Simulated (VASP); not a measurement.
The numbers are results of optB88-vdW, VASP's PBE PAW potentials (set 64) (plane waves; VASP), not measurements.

Input for VASP

POSCAR:
```
MgF2
1
    4.6397321792    -0.0000000000     0.0000000000
   -0.0000000000     4.6397321792     0.0000000000
    0.0000000000     0.0000000000     3.0653663745
Mg F
2 4
Direct
  1.0000000000   0.0000000000   0.0000000000
  0.5000000000   0.5000000000   0.5000000000
  0.3027200548   0.3027200548   0.0000000000
  0.8027200548   0.1972799452   0.5000000000
  0.1972799452   0.8027200548   0.5000000000
  0.6972799452   0.6972799452   0.0000000000
```

**INCAR**
```
SYSTEM = MgF2
PREC = Accurate
ENCUT = 520
EDIFF = 1E-7
NELM = 100
ALGO = Normal
LREAL = .FALSE.
LASPH = .TRUE.
ISMEAR = 0
SIGMA = 0.05
GGA = BO
PARAM1 = 0.1833333333
PARAM2 = 0.22
LUSE_VDW = .TRUE.
AGGAC = 0.0
LWAVE = .FALSE.
LCHARG = .FALSE.
LORBIT = 11
ICHARG = 11
```

**KPOINTS**
```
k-points along high-symmetry lines
10
Line-mode
Reciprocal
  0.000000   0.000000   0.000000 ! GAMMA
  0.000000   0.500000   0.000000 ! X

  0.000000   0.500000   0.000000 ! X
  0.500000   0.500000   0.000000 ! M

  0.500000   0.500000   0.000000 ! M
  0.000000   0.000000   0.000000 ! GAMMA

  0.000000   0.000000   0.000000 ! GAMMA
  0.000000   0.000000   0.500000 ! Z

  0.000000   0.000000   0.500000 ! Z
  0.000000   0.500000   0.500000 ! R

  0.000000   0.500000   0.500000 ! R
  0.500000   0.500000   0.500000 ! A

  0.500000   0.500000   0.500000 ! A
  0.000000   0.000000   0.500000 ! Z

  0.000000   0.500000   0.000000 ! X
  0.000000   0.500000   0.500000 ! R

  0.500000   0.500000   0.000000 ! M
  0.500000   0.500000   0.500000 ! A
```

POTCAR, in this order: Mg F (PBE.64 set). Program: vasp_std. Read from the step before: CHGCAR.

The resulting files:

OUTCAR:
```
 ion  position               nearest neighbor table
   1  0.000  0.000  0.000-   3 1.99   6 1.99   5 2.01   4 2.01   4 2.01   5 2.01   2 3.62   2 3.62
                             2 3.62   2 3.62   2 3.62   2 3.62   2 3.62   2 3.62
   2  0.500  0.500  0.500-   4 1.99   5 1.99   3 2.01   6 2.01   3 2.01   6 2.01   1 3.62   1 3.62
                             1 3.62   1 3.62   1 3.62   1 3.62   1 3.62   1 3.62
   3  0.303  0.303  0.000-   1 1.99   2 2.01   2 2.01
   4  0.803  0.197  0.500-   2 1.99   1 2.01   1 2.01
   5  0.197  0.803  0.500-   2 1.99   1 2.01   1 2.01
   6  0.697  0.697  0.000-   1 1.99   2 2.01   2 2.01
  LATTYP: Found a simple tetragonal cell.
 ALAT       =     4.6397321792
 C/A-ratio  =     0.6606774392
 Subroutine PRICEL returns:
 Original cell was already a primitive cell.
 Subroutine GETGRP returns: Found 16 space group operations
The static configuration has the point symmetry D_2h.
 The point group associated with its full space group is D_4h.
The dynamic configuration has the point symmetry D_2h.
 Subroutine INISYM returns: Found 16 space group operations
   k-points           NKPTS =     90   k-points in BZ     NKDIM =     90   number of bands    NBANDS=     20
   number of dos      NEDOS =    301   number of ions     NIONS =      6
   total plane-waves  NPLWV =  31104
   dimension x,y,z NGX =    36 NGY =   36 NGZ =   24
   dimension x,y,z NGXF=    72 NGYF=   72 NGZF=   48
   ions per type =               2   4
   PREC   = accura    normal or accurate (medium, high low for compatibility)
   ISTART =      0    job   : 0-new  1-cont  2-samecut
   ICHARG =     11    charge: 1-file 2-atom 10-const
   ISPIN  =      1    spin polarized calculation?
   LNONCOLLINEAR =      F non collinear calculations
   LSORBIT =      F    spin-orbit coupling
   INIWAV =      1    electr: 0-lowe 1-rand  2-diag
   ENCUT  =  520.0 eV  38.22 Ry    6.18 a.u.   8.63  8.63  5.70*2*pi/ulx,y,z
   NELM   =    100;   NELMIN=  2; NELMDL= -5     # of ELM steps
   EDIFF  = 0.1E-06   stopping-criterion for ELM
   LREAL  =      F    real-space projection
   NLSPLINE    = F    spline interpolate recip. space projectors
   LMAXMIX     =    2 max onsite mixed and CHGCAR
   VOSKOWN=      0    Vosko Wilk Nusair interpolation
   EDIFFG = 0.1E-05   stopping-criterion for IOM
   NSW    =      0    number of steps for IOM
   NBLOCK =      1;   KBLOCK =      1    inner block; outer block
   IBRION =     -1    ionic relax: 0-MD 1-quasi-New 2-CG
   NFREE  =      0    steps in history (QN), initial steepest desc. (CG)
   ISIF   =      2    stress and relaxation
   ISYM   =      2    0-nonsym 1-usesym 2-fastsym
   TEIN   =    0.0    initial temperature
   TEBEG  =    0.0;   TEEND  =   0.0 temperature during run
   SMASS  =  -3.00    Nose mass-parameter (am)
   PSTRESS=    0.0 pullay stress
   NELECT =      32.0000    total number of electrons
   EFERMI =   0.00;   METHOD = LEGACY
   ISMEAR =     0;   SIGMA  =   0.05  broadening in eV -4-tet -1-fermi 0-gaus
   IALGO  =     38    algorithm
   LDIAG  =      T    sub-space diagonalisation (order eigenvalues)
   IMIX   =      4    mixing-type and parameters
     AMIX     =   0.40;   BMIX     =  1.00
     AMIX_MAG =   1.60;   BMIX_MAG =  1.00
     AMIN     =   0.10
   GGA     = BO    functional components
   VOSKOWN =     0    Vosko Wilk Nusair interpolation
   LHFCALC =     F    Hartree Fock is set to
   LHFONE  =     F    Hartree Fock one center treatment
   AEXX    =    0.0000 exact exchange contribution
   LUSE_VDW   =     T    switch on vdW DFT
   IVDW    =     0    specifies the selected vdW correction
   LEPSILON=     F    determine dielectric tensor
   LRPA    =     F    only Hartree local field effects (RPA)
  energy-cutoff  :      520.00
  volume of cell :       65.99
      direct lattice vectors                 reciprocal lattice vectors
     4.639732179  0.000000000  0.000000000     0.215529682  0.000000000  0.000000000
     0.000000000  4.639732179  0.000000000     0.000000000  0.215529682  0.000000000
     0.000000000  0.000000000  3.065366374     0.000000000  0.000000000  0.326225279
 k-point     1 :   0.0000 0.0000 0.0000  plane waves:    1827
...
```

**OSZICAR**
```
       N       E                     dE             d eps       ncg     rms          rms(c)
DAV:   1     0.205365855060E+03    0.20537E+03   -0.17817E+04  3728   0.149E+03
DAV:   2    -0.125425621548E+02   -0.21791E+03   -0.20958E+03  4852   0.325E+02
DAV:   3    -0.216791081118E+02   -0.91365E+01   -0.91097E+01  4236   0.699E+01
DAV:   4    -0.217398630636E+02   -0.60755E-01   -0.60736E-01  4088   0.657E+00
DAV:   5    -0.217402709255E+02   -0.40786E-03   -0.40785E-03  4096   0.548E-01
DAV:   6    -0.217402754055E+02   -0.44800E-05   -0.44799E-05  4092   0.548E-02
DAV:   7    -0.217402754763E+02   -0.70816E-07   -0.70809E-07  3724   0.634E-03
   1 F= -.21740275E+02 E0= -.21740275E+02  d E =-.256347E-20
```

OUTCAR:
```
 val. band max:       -1.5739302141   @ k =   0.0000   0.0000   0.0000

 cond. band min:       5.5281440213   @ k =   0.0000   0.0000   0.0000



 k-point     1 :       0.0000    0.0000    0.0000
  band No.  band energies     occupation
      1     -22.1450      2.00000
      2     -21.3573      2.00000
      3     -21.3573      2.00000
      4     -21.2612      2.00000
      5      -5.5692      2.00000
      6      -4.0380      2.00000
      7      -3.6376      2.00000
      8      -3.6376      2.00000
      9      -3.4563      2.00000
     10      -3.4068      2.00000
     11      -2.7806      2.00000
     12      -2.7806      2.00000
     13      -2.2924      2.00000
     14      -1.8927      2.00000
     15      -1.8927      2.00000
     16      -1.5739      2.00000
     17       5.5281      0.00000
     18      10.6637      0.00000
     19      10.6637      0.00000
     20      12.1331      0.00000

 k-point     2 :       0.0000    0.0556    0.0000
  band No.  band energies     occupation
      1     -22.1398      2.00000
      2     -21.3690      2.00000
      3     -21.3556      2.00000
      4     -21.2562      2.00000
      5      -5.5576      2.00000
      6      -4.0356      2.00000
      7      -3.7036      2.00000
      8      -3.6193      2.00000
      9      -3.4516      2.00000
     10      -3.3493      2.00000
     11      -2.7863      2.00000
     12      -2.7770      2.00000
     13      -2.2961      2.00000
     14      -1.9207      2.00000
     15      -1.8950      2.00000
     16      -1.5815      2.00000
     17       5.5679      0.00000
     18      10.5974      0.00000
     19      10.6837      0.00000
     20      12.1517      0.00000

 k-point     3 :       0.0000    0.1111    0.0000
  band No.  band energies     occupation
      1     -22.1248      2.00000
      2     -21.3993      2.00000
      3     -21.3513      2.00000
      4     -21.2467      2.00000
      5      -5.5234      2.00000
      6      -4.0251      2.00000
...
```

The density is held fixed in this step, so its total energy and stress have no physical meaning.

The compound is MgF2 in the rutile structure. It was relaxed first.
